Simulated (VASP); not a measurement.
Input of a VASP 6.6.1 run:

Contents of INCAR:

```
SYSTEM = GaN
PREC = Accurate
ENCUT = 600
EDIFF = 1E-6
ISMEAR = 0
SIGMA = 0.03
LREAL = .FALSE.
LASPH = .TRUE.
NELM = 80
ALGO = Normal
ISIF = 3
LWAVE = .FALSE.
LCHARG = .FALSE.
GGA = PS
IBRION = 2
NSW = 90
EDIFFG = -0.01
```

KPOINTS

```
Automatic mesh
0
G
  10 10 10
  0 0 0
```

POSCAR

```
GaN
1.0
    0.0000000000      2.2535006075      2.2535006075
    2.2535006075      0.0000000000      2.2535006075
    2.2535006075      2.2535006075      0.0000000000
Ga N
1 1
Direct
    0.0000000000      0.0000000000      0.0000000000
    0.7500000000      0.7500000000      0.7500000000
```

Potentials or basis: VASP PAW PBE potentials, release 64 (Ga_d, N).

Run with:

```sh
$ cat potpaw_PBE.64/Ga_d/POTCAR potpaw_PBE.64/N/POTCAR > POTCAR
$ mpirun -np 1 vasp_std > vasp.out
```

Problem. Estimate the space group after relaxing (to 0.05 Å).

Solution. F-43m (No. 216).

Problem. Estimate the relaxed volume.

Solution. 11.35 Å³/atom.

Final structure:
```cif
data_structure
_symmetry_space_group_name_H-M 'P 1'
_symmetry_Int_Tables_number 1
_cell_length_a 3.1779
_cell_length_b 3.1779
_cell_length_c 3.1779
_cell_angle_alpha 60.000
_cell_angle_beta 60.000
_cell_angle_gamma 60.000
_cell_volume 22.69
loop_
_atom_site_label
_atom_site_type_symbol
_atom_site_fract_x
_atom_site_fract_y
_atom_site_fract_z
_atom_site_occupancy
Ga1 Ga 0.00000 0.00000 0.00000 1
N1 N 0.75000 0.75000 0.75000 1
```

Caveat: the PAW data sets were made with another functional, which shifts forces and pressure a little.
